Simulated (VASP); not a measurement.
The system is SiC.

```
C Si
1.0
     0.00000    2.25261    2.25261
     2.25261    0.00000    2.25261
     2.25261    2.25261    0.00000
C Si
1 1
Direct
  0.75000 0.75000 0.75000
  0.50000 0.50000 0.50000
```

The cell was built by a generator and isn't the measured one.

- Program: VASP 6.6.1
- Task: relaxation of cell and atoms
- Functional: PBEsol
- Potentials or basis: VASP PAW PBE potentials, release 64 (C, Si)
- Cutoff: 600 eV
- k mesh: 3 × 3 × 3
- Occupations: gaussian, width 0.02 eV
- Spin: no spin polarisation

At the start: pressure -17.0 GPa; volume 11.43 Å³/atom.

Problem. How do energy, volume and symmetry change on relaxing?

Solution. Over 3 steps the energy falls by 57.7 meV/atom and the volume is 10.43 Å³/atom (-8.7 %); space group F-43m (No. 216, to 0.05 Å).

The path:
```tsv
step	energy change (eV)	largest force (eV/Å)	pressure (GPa)	volume (Å³)
1	0.0000	0.0000	-16.96	22.86
2	0.0010	0.0000	22.85	19.09
3	-0.1155	0.0000	-0.29	20.87
```

Final structure:
```cif
data_structure
_symmetry_space_group_name_H-M 'P 1'
_symmetry_Int_Tables_number 1
_cell_length_a 3.0903
_cell_length_b 3.0903
_cell_length_c 3.0903
_cell_angle_alpha 60.000
_cell_angle_beta 60.000
_cell_angle_gamma 60.000
_cell_volume 20.87
loop_
_atom_site_label
_atom_site_type_symbol
_atom_site_fract_x
_atom_site_fract_y
_atom_site_fract_z
_atom_site_occupancy
C1 C 0.75000 0.75000 0.75000 1
Si1 Si 0.50000 0.50000 0.50000 1
```

Caveat: the k mesh is coarse (spacing up to 0.81 Å⁻¹), so the values aren't converged; the PAW data sets were made with another functional, which shifts forces and pressure a little.
